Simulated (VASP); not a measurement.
Set up this calculation in VASP 6.6.1, as the native input.

- Task: single point
- Functional: PBE
- Dispersion: D3(BJ)
- Potentials or basis: VASP PAW PBE potentials, release 64 (W_sv, S)
- Cutoff: 520 eV
- k mesh: 12 × 12 × 2
- Occupations: gaussian, width 0.05 eV
- Spin: no spin polarisation
- Dipole correction: no
- Further INCAR settings: ALGO = Normal; EDIFF = 1e-06; NBANDS = 20

The structure of WS2 lies in POSCAR:

```
WS2
1.0
    3.2732396973      0.0000000000      0.0000000000
   -1.6366198487      2.8347087306      0.0000000000
    0.0000000000      0.0000000000     16.0340436147
W S
1 2
Direct
    0.3333333333      0.6666666667      0.0000000000
    0.6666666667      0.3333333333      0.9079994900
    0.6666666667      0.3333333333      0.0920005100
```

These files were run (other wordings do the same):

INCAR

```
ALGO = Normal
EDIFF = 1E-6
ENCUT = 520
GGA = PE
ISIF = 2
ISMEAR = 0
IVDW = 12
LASPH = T
LCHARG = F
LREAL = F
LWAVE = F
NBANDS = 20
NELM = 80
PREC = Accurate
SIGMA = 0.05
```

KPOINTS

```
k-points
0
Gamma
  12 12 2
```

Potentials or basis: VASP PAW PBE potentials, release 64 (W_sv, S).

The run is started by

```sh
$ cat potpaw_PBE.64/W_sv/POTCAR potpaw_PBE.64/S/POTCAR > POTCAR
$ mpirun -np 1 vasp_std > vasp.out
```

Results of the run:

```yaml
Largest_force: 1.306 eV/Å
Band_gap_on_the_k_mesh: 0.71 eV, indirect (least direct gap 1.35 eV)
Dispersion_energy_per_atom: -0.295 eV
```

Caveat: spin-orbit coupling is left out, which moves the levels of the heavy elements.

Wall time 92 s on 1 thread of Intel(R) Xeon(R) Platinum 8375C CPU @ 2.90GHz (Ice Lake), with other jobs on the host, peak memory 0.3 GiB.
